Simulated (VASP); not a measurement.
Write the native input for VASP 6.6.1 that does the following.

- Task: band structure
- Functional: PBE
- Potentials or basis: VASP PAW PBE potentials, release 64 (Sn_d, S)
- Cutoff: 520 eV
- k mesh: 2 × 6 × 6
- Occupations: gaussian, width 0.03 eV
- Spin: spin-orbit coupling, no magnetisation
- Further INCAR settings: ALGO = Fast; EDIFF = 1e-06; NBANDS = 98

The structure of SnS lies in POSCAR:

```
SnS                                     
1.0
   11.1022354472      0.0000000000      0.0000000000
    0.0000000000      3.9856078082     -0.0000000000
    0.0000000000      0.0000000000      4.2298583235
  Sn              S             
     4     4
Direct
     0.1185163126585520    0.2500000000000000    0.1099910988655009
     0.3814836873414479    0.7500000000000000    0.6099910988655010
     0.6185163126585520    0.2500000000000000    0.3900089011344991
     0.8814836873414480    0.7500000000000000    0.8900089011344990
     0.8532534970086473    0.2500000000000000    0.4743740982827416
     0.6467465029913527    0.7500000000000000    0.9743740982827416
     0.3532534970086472    0.2500000000000000    0.0256259017172584
     0.1467465029913527    0.7500000000000000    0.5256259017172584
```

These files were run (other wordings do the same):

INCAR

```
SYSTEM = SnS
PREC = Accurate
ENCUT = 520
EDIFF = 1E-6
ISMEAR = 0
SIGMA = 0.03
LREAL = .FALSE.
LASPH = .TRUE.
NELM = 80
ALGO = Fast
ISIF = 2
LWAVE = .FALSE.
LCHARG = .FALSE.
MAGMOM = 0 0 0 0 0 0 0 0 0 0 0 0 0 0 0 0 0 0 0 0 0 0 0 0
LORBIT = 11
LSORBIT = .TRUE.
GGA_COMPAT = .FALSE.
GGA = PE
NBANDS = 98
KPAR = 2
```

KPOINTS

```
regular mesh
0
G
  2 6 6
  0 0 0
```

KPOINTS_OPT

```
explicit points
318
Reciprocal
 0.0000000000  0.0000000000  0.0000000000 1
 0.0000000000  0.0263157895  0.0000000000 1
 0.0000000000  0.0526315789  0.0000000000 1
 0.0000000000  0.0789473684  0.0000000000 1
 0.0000000000  0.1052631579  0.0000000000 1
 0.0000000000  0.1315789474  0.0000000000 1
[... 310 lines left out ...]
 0.0000000000  0.5000000000  0.0241422100 1
 0.0000000000  0.5000000000 -0.0241422100 1
```

Potentials or basis: VASP PAW PBE potentials, release 64 (Sn_d, S).

The run is started by

```sh
$ cat potpaw_PBE.64/Sn_d/POTCAR potpaw_PBE.64/S/POTCAR > POTCAR
$ mpirun -np 2 vasp_ncl > vasp.out
```

Results of the run:

- Pressure: 3.2 GPa
- Largest force: 0.049 eV/Å
- Valence electrons inside the program's atomic spheres: Sn 12.11; S 3.70

Wall time 42 min on 2 MPI ranks on Intel(R) Xeon(R) 6975P-C (Granite Rapids), on a shared host, peak memory 1.5 GiB a rank.
